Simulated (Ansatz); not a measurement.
## Strain response of Pt

The calculation used DFT PBEsol, scalar-relativistic, plane waves, PAW (Ansatz 0.2.0). (420 eV cutoff, 18×18×14 k-mesh, Gaussian smearing of 0.10 eV, no spin polarisation)

The relaxed crystal:

```
CELL_PARAMETERS angstrom
1.95903 1.95903 0.00000
-1.95903 1.95903 0.00000
0.00000 0.00000 3.91806
ATOMIC_POSITIONS crystal
Pt 0.00000 0.00000 0.00000
Pt 0.50000 0.50000 0.50000
```

Deformation: biaxial strain in the a-b plane, with the length and tilt of c and the atoms relaxed, all within the symmetry that the strain leaves. Energies are extrapolated to zero smearing.

Spin–orbit coupling is left out, which can shift energies with elements as heavy as these.

```csv
strain (%),ΔE (meV/atom),a (Å),b (Å),c (Å)
-3.0,25.8,2.687,2.687,4.082
-2.0,10.5,2.715,2.715,4.027
-1.0,2.3,2.743,2.743,3.973
+0.0,0.0,2.770,2.770,3.918
+1.0,1.9,2.798,2.798,3.861
+2.0,7.7,2.826,2.826,3.804
+3.0,16.4,2.854,2.854,3.746
```

Question: What stiffness (1/V) d²E/dε² at zero strain does a cubic fit over all points give?

Answer: A cubic fit gives (1/V) d²E/dε² = 503 GPa at zero strain (twice the biaxial modulus).

Question: How does the free axis c answer a small strain?

Answer: Between the innermost points its strain is -1.43 times the applied one.